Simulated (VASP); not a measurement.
# C in VASP: further runs

Runs on C. Level: LDA. Tasks: single point.

Program: VASP 6.6.1. These are calculated values, not measurements. Logs are shortened: lines on timing, memory, paths and dates and some standing lists are left out, and cuts for length are marked.

### 1 The structure

The cell holds a slab with vacuum, 8 atoms: a = 2.460 Å, b = 2.460 Å, c = 33.955 Å, α = 90.00°, β = 90.00°, γ = 120.00°.

The slab is cut from a database's or a generator's crystal, which needn't be the stable form of the element.

### 2 Single point, LDA

INCAR reads:

```
PREC = Accurate ; ENCUT = 460
EDIFF = 1E-7 ; ISMEAR = 1
SIGMA = 0.1 ; LREAL = F
LASPH = T ; NELM = 120
ALGO = Normal ; ISIF = 2
LWAVE = F ; LCHARG = F
LDIPOL = T ; IDIPOL = 3
DIPOL = 0.5 0.5 0.500 ; NBANDS = 32
LVHAR = T ; LVACPOTAV = T
```

KPOINTS reads:

```
Automatic mesh
0
Gamma
  12 12 1
```

POSCAR reads:

```
C
1.0
    2.4599989204      0.0000000000      0.0000000000
   -1.2299994602      2.1304215583      0.0000000000
    0.0000000000      0.0000000000     33.9550000000
C
8
Direct
    0.6666666667      0.3333333333      0.2208805772
    0.3333333334      0.6666666667      0.2212089530
    0.6666666667      0.3333333333      0.4504152555
    0.3333333334      0.6666666667      0.4507436313
    0.3333333334      0.6666666667      0.5492563687
    0.0000000000      0.0000000000      0.5495847445
    0.3333333334      0.6666666667      0.7787910470
    0.0000000000      0.0000000000      0.7791194228
```

Potentials or basis: VASP PAW LDA potentials, release 64 (C).

On the command line:

```bash
cat potpaw_LDA.64/C/POTCAR > POTCAR
mpirun -np 1 vasp_std > vasp.out
```

OUTCAR:

```text
PREC = Accurate
   ENCUT = 460
   EDIFF = 1E-7
   ISMEAR = 1
   LREAL = F
   LASPH = T
   NELM = 120
   ISIF = 2

 Found     19 irreducible k-points:

 Following reciprocal coordinates:
            Coordinates               Weight
  0.000000  0.000000  0.000000      1.000000
  0.083333  0.000000  0.000000      6.000000
  0.166667 -0.000000  0.000000      6.000000
  0.250000  0.000000  0.000000      6.000000
  0.333333  0.000000  0.000000      6.000000
  0.416667  0.000000  0.000000      6.000000
   k-points           NKPTS =     19   k-points in BZ     NKDIM =     19   number of bands    NBANDS=     32
   number of dos      NEDOS =    301   number of ions     NIONS =      8
   total plane-waves  NPLWV =  77760
   dimension x,y,z NGX =    18 NGY =   18 NGZ =  240
   dimension x,y,z NGXF=    36 NGYF=   36 NGZF=  480
   ions per type =               8
   NGX,Y,Z   is equivalent  to a cutoff of  12.16, 12.16, 11.75 a.u.
   NGXF,Y,Z  is equivalent  to a cutoff of  24.33, 24.33, 23.50 a.u.
 SYSTEM =  unknown system
   PREC   = accura    normal or accurate (medium, high low for compatibility)
   ISTART =      0    job   : 0-new  1-cont  2-samecut
   ICHARG =      2    charge: 1-file 2-atom 10-const
   ISPIN  =      1    spin polarized calculation?
   LNONCOLLINEAR =      F non collinear calculations
   LSORBIT =      F    spin-orbit coupling
   LASPH  =      T    aspherical Exc in radial PAW
   ENCUT  =  460.0 eV  33.81 Ry    5.81 a.u.   4.30  4.30 59.38*2*pi/ulx,y,z
   NELM   =    120;   NELMIN=  2; NELMDL= -5     # of ELM steps
   EDIFF  = 0.1E-06   stopping-criterion for ELM
   LREAL  =      F    real-space projection
   EDIFFG = 0.1E-05   stopping-criterion for IOM
   NSW    =      0    number of steps for IOM
   IBRION =     -1    ionic relax: 0-MD 1-quasi-New 2-CG
   NFREE  =      0    steps in history (QN), initial steepest desc. (CG)
   ISIF   =      2    stress and relaxation
   ISYM   =      2    0-nonsym 1-usesym 2-fastsym
   POTIM  = 0.5000    time-step for ionic-motion
   TEBEG  =    0.0;   TEEND  =   0.0 temperature during run
   PSTRESS=    0.0 pullay stress
   NELECT =      32.0000    total number of electrons
   NUPDOWN=      -1.0000    fix difference up-down
   EMIN   =  10.00;   EMAX   =-10.00  energy-range for DOS
   EFERMI =   0.00;   METHOD = LEGACY
   ISMEAR =     1;   SIGMA  =   0.10  broadening in eV -4-tet -1-fermi 0-gaus
   EFERMI_NEDOS =   21; number of points for ismear=-14 and -15
   IALGO  =     38    algorithm
   IMIX   =      4    mixing-type and parameters
     AMIX     =   0.40;   BMIX     =  1.00
     AMIX_MAG =   1.60;   BMIX_MAG =  1.00
  volume/ion in A,a.u.               =      22.24       150.11
  Fermi-wavevector in a.u.,A,eV,Ry     =   0.924039  1.746180 11.617297  0.853847
  Thomas-Fermi vector in A             =   2.049741
   LORBIT       =      0    0 simple, 1 ext, 2 COOP (PROOUT), +10 PAW based schemes
   GGA     = CA    functional components
   LHFCALC =     F    Hartree Fock is set to
   AEXX    =    0.0000 exact exchange contribution
   IVDW    =     0    specifies the selected vdW correction
   LEPSILON=     F    determine dielectric tensor
   LRPA    =     F    only Hartree local field effects (RPA)
 non-spin polarized calculation
 Methfessel and Paxton  Order N= 1 SIGMA  =   0.10
  energy-cutoff  :      460.00
  volume of cell :      177.95
 maximum number of plane-waves:      4073
 NGX is ok and might be reduce to    18
   NGX =  9   NGY =  9   NGZ =119

 dipolmoment           0.000000      0.000000     -0.000000 electrons x Angstroem

 number of electron      31.9999989 magnetization

 dipolmoment           0.000000      0.000000      0.000000 electrons x Angstroem

 Free energy of the ion-electron system (eV)
  ---------------------------------------------------
  ext. energy  EPLUGINS =         0.00000000
  ---------------------------------------------------
  free energy    TOTEN  =       -80.72818923 eV

  energy without entropy =      -80.72583860  energy(sigma->0) =      -80.72740569

 E-fermi :  -0.9097     XC(G=0):  -4.9186

 val. band max:       -0.9102291514   @ k =   0.3333   0.3333   0.0000
 cond. band min:      -0.9094951690   @ k =   0.3333   0.3333   0.0000
 fundamental gap:      0.0007339824
 Fermi energy:        -0.9097024471

 k-point     1 :       0.0000    0.0000    0.0000
  band No.  band energies     occupation
      1     -20.3262      2.00000
      2     -20.2667      2.00000
      3     -20.2667      2.00000
      4     -20.1662      2.00000
      5      -9.0858      2.00000
      6      -8.5982      2.00000
[... 20 lines left out ...]
     27       7.3969      0.00000
     28       7.3972      0.00000

 k-point     2 :       0.0833    0.0000    0.0000
  band No.  band energies     occupation
      1     -20.1616      2.00000
      2     -20.1029      2.00000
      3     -20.1029      2.00000
      4     -20.0033      2.00000
      5      -8.8854      2.00000
      6      -8.4008      2.00000
[... 20 lines left out ...]
     27       7.4537      0.00000
     28       7.4686      0.00000

 k-point     3 :       0.1667   -0.0000    0.0000
  band No.  band energies     occupation
      1     -19.6694      2.00000
      2     -19.6134      2.00000
      3     -19.6134      2.00000
      4     -19.5161      2.00000
      5      -8.2891      2.00000
      6      -7.8137      2.00000
[... 58 lines left out ...]
      3     -17.6857      2.00000
      4     -17.5972      2.00000
      5     -10.4610      2.00000
      6     -10.4494      2.00000
[... 20 lines left out ...]
     27       6.9329      0.00000
     28       7.0030      0.00000

 k-point     6 :       0.4167    0.0000    0.0000
  band No.  band energies     occupation
      1     -16.3236      2.00000
      2     -16.2854      2.00000
      3     -16.2854      2.00000
      4     -16.2039      2.00000
      5     -12.5643      2.00000
      6     -12.5441      2.00000
[... 20 lines left out ...]
     27       8.2247      0.00000
     28       8.6535      0.00000

 [... further k-points ...]

 [bands above 28 left out]

------------------------ aborting loop because EDIFF is reached ----------------------------------------

  FORCE on cell =-STRESS in cart. coord.  units (eV):
  Direction    XX          YY          ZZ          XY          YZ          ZX
  --------------------------------------------------------------------------------------
  -------------------------------------------------------------------------------------
  Total       -2.9016624     -2.9016624     -0.2224360      0.0000000     -0.0000000      0.0000000
  in kB      -26.1248176    -26.1248176     -2.0026799      0.0000000     -0.0000000      0.0000000
  external PRESSURE =     -18.0841050 kB  Pullay stress =       0.0000000 kB

 VOLUME and BASIS-vectors are now :
 -----------------------------------------------------------------------------
  energy-cutoff  :      460.00
  volume of cell :      177.95
      direct lattice vectors                 reciprocal lattice vectors
     2.459998920  0.000000000  0.000000000     0.406504243  0.234695334  0.000000000
    -1.229999460  2.130421558  0.000000000     0.000000000  0.469390669  0.000000000
     0.000000000  0.000000000 33.955000000     0.000000000  0.000000000  0.029450744

 POSITION                                       TOTAL-FORCE (eV/Angst)
 -----------------------------------------------------------------------------------
      1.23000      0.71014      7.50000         0.000000     -0.000000      0.197745
      0.00000      1.42028      7.51115         0.000000      0.000000     -0.197618
      1.23000      0.71014     15.29385         0.000000      0.000000      0.188580
      0.00000      1.42028     15.30500         0.000000      0.000000     -0.172490
      0.00000      1.42028     18.65000        -0.000000     -0.000000      0.172490
      0.00000      0.00000     18.66115        -0.000000     -0.000000     -0.188580
      0.00000      1.42028     26.44385        -0.000000     -0.000000      0.197618
      0.00000      0.00000     26.45500        -0.000000      0.000000     -0.197745
 -----------------------------------------------------------------------------------
    total drift:                               -0.000000     -0.000000     -0.000000

  FREE ENERGIE OF THE ION-ELECTRON SYSTEM (eV)
  ---------------------------------------------------
  free  energy   TOTEN  =       -80.7281892291 eV

  energy  without entropy=      -80.7258386036  energy(sigma->0) =      -80.72740569

 vacuum level on the upper side and lower side of the slab         3.622         3.622
```

OSZICAR:

```text
N       E                     dE             d eps       ncg     rms          rms(c)
DAV:   1     0.167084715954E+03    0.16708E+03   -0.12525E+04  1240   0.745E+02
DAV:   2    -0.681017140057E+02   -0.23519E+03   -0.21475E+03  1680   0.200E+02
DAV:   3    -0.861147482662E+02   -0.18013E+02   -0.17792E+02  1632   0.551E+01
[... 16 lines left out ...]
DAV:  20    -0.807281783080E+02   -0.51567E-04   -0.12179E-05  1392   0.478E-03    0.327E-03
DAV:  21    -0.807281870521E+02   -0.87441E-05   -0.40554E-07  1336   0.198E-03    0.616E-04
DAV:  22    -0.807281889926E+02   -0.19405E-05   -0.77794E-08  1184   0.869E-04    0.375E-04
DAV:  23    -0.807281891326E+02   -0.13996E-06   -0.26948E-08  1008   0.498E-04    0.131E-04
DAV:  24    -0.807281892291E+02   -0.96547E-07   -0.94563E-09  1056   0.284E-04
   1 F= -.80728189E+02 E0= -.80727406E+02  d E =-.235063E-02
```

Wall time 88 s (1 thread of Intel Xeon Platinum 8559C (Emerald Rapids), shared host); peak memory 0.21 GiB.

These settings aren't checked as converged: the numbers below hold their error.

What came out:

- Free energy: -80.7282 eV
- Largest force: 0.198 eV/Å
- Band gap on the k mesh: none (metal or under the smearing width)
- Work function of the upper face: 4.53 eV
- Work function of the lower face: 4.53 eV

Caveat: the cutoff is under 1.25 times the usual one of these potentials, so pressure, stress and relaxed cells hold a basis-set (Pulay) error.

### 3 Single point, LDA

This run uses another cell than the first one, of 20.28 Å³/atom, 0.912 times its volume.

INCAR is that of step 2.

KPOINTS reads:

```
Automatic mesh
0
Gamma
  15 15 1
```

POSCAR reads:

```
C
1.0
    2.4599989204      0.0000000000      0.0000000000
   -1.2299994602      2.1304215583      0.0000000000
    0.0000000000      0.0000000000     30.9550000000
C
8
Direct
    0.6666666667      0.3333333333      0.1938297529
    0.3333333334      0.6666666667      0.1941899532
    0.6666666667      0.3333333333      0.4456097561
    0.3333333334      0.6666666667      0.4459699564
    0.3333333334      0.6666666667      0.5540300436
    0.0000000000      0.0000000000      0.5543902439
    0.3333333334      0.6666666667      0.8058100468
    0.0000000000      0.0000000000      0.8061702471
```

Potentials or basis: VASP PAW LDA potentials, release 64 (C).

On the command line:

```bash
cat potpaw_LDA.64/C/POTCAR > POTCAR
mpirun -np 1 vasp_std > vasp.out
```

Wall time 2 min (1 thread of Intel Xeon Platinum 8559C (Emerald Rapids), shared host); peak memory 0.24 GiB.

The run converged, but some of its settings lie outside the range that counts as converged, so its numbers aren't taken as properties of the slab.

What came out:

```
Free energy                     : -80.7385 eV
Largest force                   : 0.198 eV/Å
Band gap on the k mesh          : none (metal or under the smearing width)
Work function of the upper face : 4.53 eV
Work function of the lower face : 4.53 eV
```

Caveat: the cutoff is under 1.25 times the usual one of these potentials, so pressure, stress and relaxed cells hold a basis-set (Pulay) error.

### 4 Single point, LDA

This run uses another cell than the first one, of 24.21 Å³/atom, 1.088 times its volume.

INCAR reads:

```
PREC = Accurate
ENCUT = 650
EDIFF = 1E-7
ISMEAR = 1
SIGMA = 0.1
LREAL = False
LASPH = True
NELM = 120
ALGO = Normal
ISIF = 2
LWAVE = False
LCHARG = False
LDIPOL = True
IDIPOL = 3
DIPOL = 0.5 0.5 0.500
GGA = CA
NBANDS = 32
LVHAR = True
LVACPOTAV = True
```

KPOINTS reads:

```
Automatic mesh
0
Gamma
  19 19 1
```

POSCAR reads:

```
C
1.0
    2.4599989204      0.0000000000      0.0000000000
   -1.2299994602      2.1304215583      0.0000000000
    0.0000000000      0.0000000000     36.9550000000
C
8
Direct
    0.6666666667      0.3333333333      0.2435394399
    0.3333333334      0.6666666667      0.2438411582
    0.6666666667      0.3333333333      0.4544405358
    0.3333333334      0.6666666667      0.4547422541
    0.3333333334      0.6666666667      0.5452577459
    0.0000000000      0.0000000000      0.5455594642
    0.3333333334      0.6666666667      0.7561588418
    0.0000000000      0.0000000000      0.7564605601
```

Potentials or basis: VASP PAW LDA potentials, release 64 (C).

On the command line:

```bash
cat potpaw_LDA.64/C/POTCAR > POTCAR
mpirun -np 1 vasp_std > vasp.out
```

OUTCAR:

```text
PREC = Accurate
   ENCUT = 650
   EDIFF = 1E-7
   ISMEAR = 1
   LREAL = False
   LASPH = True
   NELM = 120
   ISIF = 2
   GGA = CA

 Found     40 irreducible k-points:

 Following reciprocal coordinates:
            Coordinates               Weight
  0.000000  0.000000  0.000000      1.000000
  0.052632 -0.000000  0.000000      6.000000
  0.105263 -0.000000  0.000000      6.000000
  0.157895  0.000000  0.000000      6.000000
  0.210526  0.000000  0.000000      6.000000
  0.263158  0.000000  0.000000      6.000000
   k-points           NKPTS =     40   k-points in BZ     NKDIM =     40   number of bands    NBANDS=     32
   number of dos      NEDOS =    301   number of ions     NIONS =      8
   total plane-waves  NPLWV = 128000
   dimension x,y,z NGX =    20 NGY =   20 NGZ =  320
   dimension x,y,z NGXF=    40 NGYF=   40 NGZF=  640
   ions per type =               8
   NGX,Y,Z   is equivalent  to a cutoff of  13.52, 13.52, 14.40 a.u.
   NGXF,Y,Z  is equivalent  to a cutoff of  27.03, 27.03, 28.79 a.u.
 SYSTEM =  unknown system
   PREC   = accura    normal or accurate (medium, high low for compatibility)
   ISTART =      0    job   : 0-new  1-cont  2-samecut
   ICHARG =      2    charge: 1-file 2-atom 10-const
   ISPIN  =      1    spin polarized calculation?
[... 248 lines left out ...]
     27       6.1070      0.00000
     28       6.6870      0.00000

 [... further k-points ...]

 [bands above 28 left out]

------------------------ aborting loop because EDIFF is reached ----------------------------------------

  FORCE on cell =-STRESS in cart. coord.  units (eV):
  Direction    XX          YY          ZZ          XY          YZ          ZX
  --------------------------------------------------------------------------------------
  -------------------------------------------------------------------------------------
  Total       -3.2451666     -3.2451666     -0.2369289      0.0000000     -0.0000000     -0.0000000
  in kB      -26.8456489    -26.8456488     -1.9599949      0.0000000     -0.0000000     -0.0000000
  external PRESSURE =     -18.5504309 kB  Pullay stress =       0.0000000 kB

 VOLUME and BASIS-vectors are now :
 -----------------------------------------------------------------------------
  energy-cutoff  :      650.00
  volume of cell :      193.68
      direct lattice vectors                 reciprocal lattice vectors
     2.459998920  0.000000000  0.000000000     0.406504243  0.234695334  0.000000000
    -1.229999460  2.130421558  0.000000000     0.000000000  0.469390669  0.000000000
     0.000000000  0.000000000 36.955000000     0.000000000  0.000000000  0.027059938

 POSITION                                       TOTAL-FORCE (eV/Angst)
 -----------------------------------------------------------------------------------
      1.23000      0.71014      9.00000        -0.000000      0.000000      0.198222
      0.00000      1.42028      9.01115         0.000000     -0.000000     -0.198179
      1.23000      0.71014     16.79385         0.000000     -0.000000      0.191364
      0.00000      1.42028     16.80500        -0.000000      0.000000     -0.184437
      0.00000      1.42028     20.15000         0.000000     -0.000000      0.184437
      0.00000      0.00000     20.16115        -0.000000      0.000000     -0.191364
      0.00000      1.42028     27.94385        -0.000000      0.000000      0.198179
      0.00000      0.00000     27.95500         0.000000     -0.000000     -0.198222
 -----------------------------------------------------------------------------------
    total drift:                                0.000003     -0.000002      0.000048

  FREE ENERGIE OF THE ION-ELECTRON SYSTEM (eV)
  ---------------------------------------------------
  free  energy   TOTEN  =       -80.7854966196 eV

  energy  without entropy=      -80.7858097730  energy(sigma->0) =      -80.78560100

 vacuum level on the upper side and lower side of the slab         3.385         3.385
```

stdout:

```text
POSCAR found type information on POSCAR C
 POSCAR found :  1 types and       8 ions
 scaLAPACK will be used
 LDA part: xc-table for (Slater(with rela. corr.)+CA(PZ))
 , standard interpolation
 POSCAR, INCAR and KPOINTS ok, starting setup
 FFT: planning ... GRIDC
 FFT: planning ... GRID_SOFT
 FFT: planning ... GRID
 WAVECAR not read
 entering main loop
 -----------------------------------------------------------------------------
|                                                                             |
|           W    W    AA    RRRRR   N    N  II  N    N   GGGG   !!!           |
|           W    W   A  A   R    R  NN   N  II  NN   N  G    G  !!!           |
|           W    W  A    A  R    R  N N  N  II  N N  N  G       !!!           |
|           W WW W  AAAAAA  RRRRR   N  N N  II  N  N N  G  GGG   !            |
|           WW  WW  A    A  R   R   N   NN  II  N   NN  G    G                |
|           W    W  A    A  R    R  N    N  II  N    N   GGGG   !!!           |
|                                                                             |
|     Did not find any points to average over, which means that no vacuum     |
|     field-free region was found. Please increase the size of  your cell     |
|     in the dimension of the dipole correction to obtain accurate            |
|     workfunction values.                                                    |
|                                                                             |
 -----------------------------------------------------------------------------
```

Wall time 5 min (1 thread of Intel Xeon Platinum 8488C (Sapphire Rapids), shared host); peak memory 0.41 GiB.

These settings aren't checked as converged: the numbers below hold their error.

Results:

| Quantity | Value |
| --- | --- |
| Free energy | -80.7855 eV |
| Largest force | 0.198 eV/Å |
| Band gap on the k mesh | 0.67 eV, direct |
| Ionisation potential of the upper face | 5.03 eV |

### 5 Single point, LDA

This run uses another cell than the first one, of 24.21 Å³/atom, 1.088 times its volume.

INCAR, as its differences from that of step 4:

```diff
@@ -1,3 +1,3 @@
 PREC = Accurate
-ENCUT = 650
+ENCUT = 520
 EDIFF = 1E-7
```

KPOINTS reads:

```
Automatic mesh
0
Gamma
  15 15 1
```

POSCAR is that of step 4.

On the command line:

```bash
cat potpaw_LDA.64/C/POTCAR > POTCAR
mpirun -np 1 vasp_std > vasp.out
```

Run time: 3 min. Hardware: 1 thread of Intel Xeon Platinum 8488C (Sapphire Rapids), shared host; peak memory 0.28 GiB.

The run converged, but some of its settings lie outside the range that counts as converged, so its numbers aren't taken as properties of the slab.

What came out:

* Free energy: -80.7256 eV
* Largest force: 0.198 eV/Å
* Band gap on the k mesh: none (metal or under the smearing width)
* Work function of the upper face: 4.53 eV
* Work function of the lower face: 4.53 eV
